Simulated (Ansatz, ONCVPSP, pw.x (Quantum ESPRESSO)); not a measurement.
## Equation-of-state test of one ONCV potential (silver)

Ag, optimised norm-conserving Vanderbilt (ONCV), made with ONCVPSP 4.0.1.1 (patched build) (LDA (Perdew-Wang 92), scalar-relativistic). Core [Ar] 3d10, reference 4s2 4p6 4d10 5s1. Waves: 4s+5s: rc 1.65 bohr, ncon 3, nbas 8, qcut 8.5 1/bohr, 2 projectors; 4p: rc 1.25 bohr, ncon 4, nbas 7, qcut 9.6 1/bohr, 2 projectors, debl 3.6 Ha; 4d: rc 1.85 bohr, ncon 4, nbas 9, qcut 7.5 1/bohr, 1 projector. Local part: polynomial inside 0.52 bohr (lpopt 5, dvloc0 1 Ha). Core correction: Teter function fitted to the true core (icmod 2), fcfact 0.45.

Atomic tests: cutoffs needed: 36 Ha and 43 Ha (the cutoffs (Ha) at which the residual kinetic energy of the hardest occupied pseudo-wave falls to 1 and 0.1 mHa per electron); ghost test: ghosts flagged at negative energy: s at -442.5 eV; GHOST(+) flagged for p at 182.8 eV; a true bound ghost makes a file unfit for plane-wave use; largest excitation error: -7.4 meV (all-electron minus pseudo) for 4s2 4p6 4d9 5s0, out of 4 test configurations.

Crystal test: bcc Ag in pw.x 7.5, no spin, 14³ k-points, Fermi–Dirac smearing 0.01 Ry, cutoffs 100/400 Ry. The reference is all-electron LAPW (Ansatz 0.2.0) with the same functional, mesh and smearing; V0 and B0 come from Birch–Murnaghan fits to the pressures at five volumes. Errors are pseudo minus all-electron; Δ is the rms difference of the E(V) curves that follow from these fits, minima aligned, over ±6 % about the mean V0. Mesh and smearing are coarse, so the numbers serve the comparison and aren't converged zero-temperature values; the lattice is a test structure that the element need not adopt.

```tsv
V (Å³/atom)	P all-electron (GPa)	P pseudo (GPa)
15.388	7.14	-4798.46
15.793	2.93	-4678.87
16.198	-0.64	-4564.52
16.603	-3.65	-4455.77
17.008	-6.19	-4352.59
```

All-electron: a0 = 3.183 Å (V0 = 16.12 Å³/atom), B0 = 134.5 GPa.

Pseudopotential: converged, but broken (pressure over 100 GPa off). The pressure does not cross zero within the volumes sampled, so no fit is given. The pseudo pressure rises with volume over the whole range, a mechanical instability. Note: ghosts flagged at negative energy: s at -442.5 eV; GHOST(+) flagged for p at 182.8 eV. A true bound ghost makes a file unfit for plane-wave use. A pressure error of this size marks a broken potential; the numbers have no physical meaning.

Q: At the middle volume, how do free energy and pressure move when the wave cutoff is lowered (ecutrho kept at four times it)?

A:

| cutoff (Ry) | shift of F (meV/atom) | shift of P (GPa) |
| --- | --- | --- |
| 45 | +440485.5 | +4515.40 |
| 60 | +428218.1 | +1678.53 |
| 80 | +175781.4 | -1271.30 |

The run at the middle volume (104 k-points, 9 iterations) took about 41 s on one core of a shared host (Neoverse-V2, 64 threads, 251 GiB, load 35).
